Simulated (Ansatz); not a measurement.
**Nudged elastic band run: Si₆HO₁₂, charge +1**

The input (input.yaml):

```yaml
crystal:
  lattice:
    - [6.903997, -2.4346, 0.0]
    - [6.903997, 2.4346, 0.0]
    - [-5.505606, 0.0, 6.784189]
  atoms:
    - { symbol: Si, position: [0.04458794, 0.96144464, 0.74298861] }
    - { symbol: Si, position: [0.97933498, 0.0016169, 0.24467738] }
    - { symbol: Si, position: [0.92070246, 0.40847223, 0.14145781] }
    - { symbol: Si, position: [0.58518048, 0.06834985, 0.34156928] }
    - { symbol: Si, position: [0.09284824, 0.57785072, 0.83590759] }
    - { symbol: Si, position: [0.42978286, 0.91521638, 0.64934884] }
    - { symbol: O, position: [0.22306135, 0.3281663, 0.31118155] }
    - { symbol: O, position: [0.64553162, 0.76232148, 0.1842317] }
    - { symbol: O, position: [0.78895288, 0.63910302, 0.67540333] }
    - { symbol: O, position: [0.38543607, 0.21731577, 0.81283371] }
    - { symbol: O, position: [0.94631499, 0.26469355, 0.92302866] }
    - { symbol: O, position: [0.74736637, 0.04163945, 0.56318625] }
    - { symbol: O, position: [0.07562399, 0.71004575, 0.06037165] }
    - { symbol: O, position: [0.25550838, 0.96505853, 0.42869027] }
    - { symbol: O, position: [0.81638578, 0.26287713, 0.14559143] }
    - { symbol: O, position: [0.70793833, 0.13872298, 0.29484127] }
    - { symbol: O, position: [0.17320919, 0.7127922, 0.81610424] }
    - { symbol: O, position: [0.296169, 0.8469771, 0.68326043] }
    - { symbol: H, position: [0.65171878, 0.26866193, 1.02316039] }
total_charge: 1
basis:
  ecutwfc: 420.0
kpoints:
  mp_grid: { grid: [2, 2, 2] }
hamiltonian:
  xc: lda
  pseudopotentials: { kind: paw, azcp: { folder: soft_1 } }
scf:
  occupations: { method: fermi_dirac, width: 0.02 }
  lower_state_search: "off"
neb:
  images: 5
  f_tol: 0.05
  initial_path: idpp
  max_iterations: 80
  optimiser: lbfgs
  final_atoms:
    - { symbol: Si, position: [0.02083352, 0.9970712, 0.75421333] }
    - { symbol: Si, position: [0.95576634, 0.03674045, 0.25575479] }
    - { symbol: Si, position: [0.90735025, 0.42058945, 0.16296031] }
    - { symbol: Si, position: [0.57043319, 0.08323964, 0.34949159] }
    - { symbol: Si, position: [0.07968132, 0.59006029, 0.85729334] }
    - { symbol: Si, position: [0.41511083, 0.93016105, 0.65730169] }
    - { symbol: O, position: [0.21124365, 0.35941569, 0.32342873] }
    - { symbol: O, position: [0.61465168, 0.78111767, 0.18609231] }
    - { symbol: O, position: [0.77726025, 0.67022515, 0.68769831] }
    - { symbol: O, position: [0.35490724, 0.23617203, 0.81446086] }
    - { symbol: O, position: [0.92454624, 0.28861414, 0.9385213] }
    - { symbol: O, position: [0.74480466, 0.03344827, 0.57015166] }
    - { symbol: O, position: [0.05441406, 0.73338121, 0.0757772] }
    - { symbol: O, position: [0.25284257, 0.95677359, 0.4356603] }
    - { symbol: O, position: [0.827208, 0.28539262, 0.18267379] }
    - { symbol: O, position: [0.70400714, 0.15118733, 0.31525322] }
    - { symbol: O, position: [0.18384822, 0.73583795, 0.85338861] }
    - { symbol: O, position: [0.2923224, 0.86000307, 0.7041877] }
    - { symbol: H, position: [1.34850071, -0.26982917, 0.9757876] }
  order_check: true
```

Run as:

```bash
$ ansatz run input.yaml --threads 1 --pin off --max-ram 3072MiB --backend cpu --events-out ev --progress --plain --runs-dir out
```

Output, in part (warnings, iteration lines):

```
NEB end point (image 0): max|allowed force component| = 7.339e-3 eV/Å (the criterion of neb.relax_end_points is 1.000e-2)
NEB end point (image 6): max|allowed force component| = 2.633e-2 eV/Å (the criterion of neb.relax_end_points is 1.000e-2)
NEB iter   1: max|band force component| = 5.008e0 eV/Å  barrier→ = 4.0255 eV  barrier← = 4.0255 eV  Δτ_max = 0.0727 Å  (67 SCF iters)
NEB iter   2: max|band force component| = 4.485e0 eV/Å  barrier→ = 3.3694 eV  barrier← = 3.3694 eV  Δτ_max = 0.2000 Å  (41 SCF iters)
NEB iter   3: max|band force component| = 7.576e0 eV/Å  barrier→ = 2.2190 eV  barrier← = 2.2189 eV  Δτ_max = 0.1156 Å  (44 SCF iters)
NEB iter   4: max|band force component| = 3.032e0 eV/Å  barrier→ = 1.9425 eV  barrier← = 1.9425 eV  Δτ_max = 0.0538 Å  (39 SCF iters)
NEB iter   5: max|band force component| = 2.793e0 eV/Å  barrier→ = 1.6942 eV  barrier← = 1.6942 eV  Δτ_max = 0.2000 Å  (33 SCF iters)
NEB iter   6: max|band force component| = 5.722e0 eV/Å  barrier→ = 0.9062 eV  barrier← = 0.9062 eV  Δτ_max = 0.0916 Å  (40 SCF iters)
NEB iter   7: max|band force component| = 1.090e0 eV/Å  barrier→ = 0.7830 eV  barrier← = 0.7829 eV  Δτ_max = 0.0192 Å  (36 SCF iters)
NEB iter   8: max|band force component| = 9.719e-1 eV/Å  barrier→ = 0.7141 eV  barrier← = 0.7140 eV  Δτ_max = 0.1108 Å  (33 SCF iters)
[... lines left out ...]
NEB iter  30: max|band force component| = 9.519e-2 eV/Å  barrier→ = 0.3721 eV  barrier← = 0.3721 eV  CI = image 2  Δτ_max = 0.0167 Å  (30 SCF iters)
```

It converged. The band force fell under the threshold earlier too, but the program's further tests of the path sent the band on. The profile has 2 maxima (images 2, 4) with wells between them (image 3): this band takes more than one step, which may be the mechanism or a detour left from its start path. By the program's own check the climbing image is of a kind that is not told: the force calls were inconclusive, a negative curvature could not be distinguished from the path's own, the only one lies far off the path, or fixed occupations may fill a level only in part (lowest curvatures found: -0.66 and 0.41 eV/Å²). Limits of this set-up: coarse k mesh, PAW files made for another functional, a small cell, in which the defect meets its images, charged cell in a uniform background, uncorrected.

Final band (atoms are numbered from 1 in the order of the input):

```tsv
image	path coordinate (Å)	energy (eV)	O15–H19 (Å)	O17–H19 (Å)
0	0.00	0.00	1.02	2.80
1	0.64	0.18	1.00	2.45
2	1.29	0.37	1.02	1.78
3	1.92	0.35	1.22	1.23
4	2.56	0.37	1.80	1.02
5	3.19	0.18	2.46	1.01
6	3.83	0.00	2.80	1.02
```

Run time: 16 min on 1 thread of Arm Neoverse V2 (shared host), peak memory 0.74 GiB.
